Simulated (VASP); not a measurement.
A run of VASP 6.6.1 is set up as follows.

File INCAR:

```
PREC     = Normal         # precision mode
ENCUT    = 450            # plane-wave cutoff, eV
EDIFF    = 1E-6           # SCF threshold, eV
ISMEAR   = 0              # smearing method
SIGMA    = 0.01           # smearing width, eV
LREAL    = Auto         
LASPH    = T              # aspherical terms in the spheres
NELM     = 150            # most SCF steps
ALGO     = Normal         # electronic algorithm
ISIF     = 2              # what is computed and relaxed
LWAVE    = F              # write WAVECAR
LCHARG   = F              # write CHGCAR
ISPIN    = 2              # spin polarisation
MAGMOM   = 0.25 0 0 0 0 0 0 0 0 0 0 0 0 0 0 0 0 0 0.25 0.25 0.25 0 0 0 0 0 0 0 0 0 0 0 0 0 0 0 0 0 0 0 0 0 0 0 0 0 0 0 0 0 0 0 0 0 0 0 0 0 0 0 0 0 0 0 0 0 0 0 0 0 0 # initial moments
LORBIT   = 11             # projections on sites
GGA      = PE             # functional
IBRION   = 2              # ionic algorithm
NSW      = 70             # ionic steps
EDIFFG   = -0.025         # ionic threshold
AMIX     = 0.2          
BMIX     = 1E-4         
AMIX_MAG = 0.8          
BMIX_MAG = 1E-4         
ICORELEVEL= 1            
NELECT   = 285.0        
ISYM     = 0            
KPAR     = 4            
NCORE    = 2
```

File KPOINTS:

```
Automatic mesh
0
Gamma
  2 2 2
```

The input POSCAR:

```
Si36C35
1.0
   -4.6397850000     -8.0363460000      0.0000000000
    9.2795730000      0.0000000000      0.0000000000
    0.0000000000      0.0000000000     10.1265810000
Si C
36 35
Direct
    0.5502151100      0.1140362900      0.9364520400
    0.5555556700      0.4444446700      0.9378460000
    0.2222223300      0.1111113300      0.9378460000
    0.5555556700      0.7777780000      0.9378460000
    0.2222223300      0.4444446700      0.9378460000
    0.8888890000      0.1111113300      0.9378460000
    0.2222223300      0.7777780000      0.9378460000
    0.8888890000      0.4444446700      0.9378460000
    0.8888890000      0.7777780000      0.9378460000
    0.4444443300      0.8888886700      0.4378460000
    0.4444443300      0.2222220000      0.4378460000
    0.1111110000      0.8888886700      0.4378460000
    0.4444443300      0.5555553300      0.4378460000
    0.1111110000      0.2222220000      0.4378460000
    0.7777776700      0.8888886700      0.4378460000
    0.1111110000      0.5555553300      0.4378460000
    0.7777776700      0.2222220000      0.4378460000
    0.7777776700      0.5555553300      0.4378460000
    0.6702838500      0.0047622700      0.6949863200
    0.6632129100      0.3380022500      0.6900873600
    0.3369338300      0.0039917100      0.6880219200
    0.6666666700      0.6666666700      0.6878980000
    0.3333333300      0.3333333300      0.6878980000
    0.0000000000      0.0000000000      0.6878980000
    0.3333333300      0.6666666700      0.6878980000
    0.0000000000      0.3333333300      0.6878980000
    0.0000000000      0.6666666700      0.6878980000
    0.6666666700      0.0000000000      0.1878980000
    0.6666666700      0.3333333300      0.1878980000
    0.3333333300      0.0000000000      0.1878980000
    0.6666666700      0.6666666700      0.1878980000
    0.3333333300      0.3333333300      0.1878980000
    0.0000000000      0.0000000000      0.1878980000
    0.3333333300      0.6666666700      0.1878980000
    0.0000000000      0.3333333300      0.1878980000
    0.0000000000      0.6666666700      0.1878980000
    0.5555556700      0.4444446700      0.7498070000
    0.2222223300      0.1111113300      0.7498070000
    0.5555556700      0.7777780000      0.7498070000
    0.2222223300      0.4444446700      0.7498070000
    0.8888890000      0.1111113300      0.7498070000
    0.2222223300      0.7777780000      0.7498070000
    0.8888890000      0.4444446700      0.7498070000
    0.8888890000      0.7777780000      0.7498070000
    0.4444443300      0.8888886700      0.2498070000
    0.4444443300      0.2222220000      0.2498070000
    0.1111110000      0.8888886700      0.2498070000
    0.4444443300      0.5555553300      0.2498070000
    0.1111110000      0.2222220000      0.2498070000
    0.7777776700      0.8888886700      0.2498070000
    0.1111110000      0.5555553300      0.2498070000
    0.7777776700      0.2222220000      0.2498070000
    0.7777776700      0.5555553300      0.2498070000
    0.6666666700      0.0000000000      0.5004470000
    0.6666666700      0.3333333300      0.5004470000
    0.3333333300      0.0000000000      0.5004470000
    0.6666666700      0.6666666700      0.5004470000
    0.3333333300      0.3333333300      0.5004470000
    0.0000000000      0.0000000000      0.5004470000
    0.3333333300      0.6666666700      0.5004470000
    0.0000000000      0.3333333300      0.5004470000
    0.0000000000      0.6666666700      0.5004470000
    0.6666666700      0.0000000000      0.0004470000
    0.6666666700      0.3333333300      0.0004470000
    0.3333333300      0.0000000000      0.0004470000
    0.6666666700      0.6666666700      0.0004470000
    0.3333333300      0.3333333300      0.0004470000
    0.0000000000      0.0000000000      0.0004470000
    0.3333333300      0.6666666700      0.0004470000
    0.0000000000      0.3333333300      0.0004470000
    0.0000000000      0.6666666700      0.0004470000
```

Potentials or basis: VASP PAW PBE potentials, release 64 (Si, C).

The run is started by

```bash
$ cat potpaw_PBE.64/Si/POTCAR potpaw_PBE.64/C/POTCAR > POTCAR
$ mpirun -np 8 vasp_std > vasp.out
```

(1) Predict the site moments.

(2) Estimate the energy gained by relaxing.

(3) What does it give for the net moment?

Answers

(1) Si +0.10, +0.00, -0.00, +0.01; C -0.00, +0.00, +0.01 μB.

(2) 5.2 meV/atom.

(3) 0.50 μB per cell.

Caveat: the k mesh is coarse (spacing up to 0.39 Å⁻¹), so the values aren't converged.
